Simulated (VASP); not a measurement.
A run of VASP 6.6.1 is set up as follows.

INCAR

```
PREC     = Accurate       # precision mode
ENCUT    = 520            # plane-wave cutoff, eV
EDIFF    = 1E-7           # SCF threshold, eV
ISMEAR   = -1             # smearing method
SIGMA    = 0.05           # smearing width, eV
LREAL    = F              # projectors in reciprocal space
LASPH    = T              # aspherical terms in the spheres
NELM     = 60             # most SCF steps
ALGO     = Normal         # electronic algorithm
ISIF     = 2              # what is computed and relaxed
LWAVE    = F              # write WAVECAR
LCHARG   = F              # write CHGCAR
GGA      = PS             # functional
NBANDS   = 25             # bands
```

KPOINTS

```
regular mesh
0
Gamma
  9 9 5
```

The input POSCAR:

```
CuO
1.0
    1.9909680000     -2.1535500000      0.0000000000
    1.9909680000      2.1535500000      0.0000000000
    0.0000000000      0.0000000000      5.1559280000
Cu O
2 2
Direct
    0.5000000000      0.0000000000      0.0000000000
    0.0000000000      0.5000000000      0.5000000000
    0.5000000000      0.5000000000      0.2500000000
    0.5000000000      0.5000000000      0.7500000000
```

Potentials or basis: VASP PAW PBE potentials, release 64 (Cu, O).

Command:

```bash
$ cat potpaw_PBE.64/Cu/POTCAR potpaw_PBE.64/O/POTCAR > POTCAR
$ mpirun -np 1 vasp_std > vasp.out
```

**Question.** Predict the pressure.

**Answer.** -5.4 GPa.

**Question.** Predict the band gap on the k mesh.

**Answer.** None (metal or under the smearing width).

Stress tensor (GPa, compression positive):
```
-3.98  0.00  0.00
 0.00 -5.46  0.00
 0.00  0.00 -6.69
```

Caveat: the PAW data sets were made with another functional, which shifts forces and pressure a little; the run has no spin polarisation, though such a crystal can be magnetic; semilocal functionals often make such compounds metallic where correlation or magnetic order opens a gap, which also shifts bond lengths. With open d or f shells a metallic result of PBEsol can be an artefact of self-interaction; +U or a hybrid may open a gap.
